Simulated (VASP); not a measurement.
# Al under changes of volume

One of the cells (16.213 Å³/atom); the others are scaled copies at fixed shape and fractional positions:

```
CELL_PARAMETERS angstrom
2.84580 0.00000 0.00000
-1.42290 2.46454 0.00000
0.00000 0.00000 9.24683
ATOMIC_POSITIONS crystal
Al 0.66667 0.33333 0.75000
Al 0.00000 0.00000 0.50000
Al 0.33333 0.66667 0.25000
Al 0.00000 0.00000 0.00000
```

This isn't the form of Al at room conditions, which is fcc.

* Program: VASP 6.6.1
* Functional: PBEsol
* Potentials or basis: VASP PAW PBE potentials, release 64 (Al)
* Cutoff: 520 eV
* k mesh: 11 × 11 × 3
* Occupations: fermi-dirac, width 0.05 eV
* Spin: no spin polarisation

```tsv
volume (Å³/atom)	energy over the lowest point (meV/atom)	pressure (GPa)
14.942	31.97	8.3
15.260	17.93	6.0
15.578	8.22	3.9
16.213	0.00	0.3
16.531	0.77	-1.2
16.849	?	?
```

**Question.** What does the run at 16.849 Å³/atom give?

**Answer.** Energy over the lowest point 4.42 meV/atom; pressure -2.6 GPa.

Worked out: A Birch-Murnaghan fit of order 3 (a polynomial in V^(-2/3)) to the other rows has its minimum at 16.29 Å³/atom with B0 = V·E''(V) = 79 GPa and B' = 4.4 at fixed shape and positions, which overstates the stiffness. It gives 4.36 meV/atom at 16.849 Å³/atom, against the run's 4.42, and -dE/dV = -2.5 GPa, against -2.6.

Energies are extrapolated to zero smearing.

Caveats: the PAW data sets were made with another functional, which shifts forces and pressure a little.
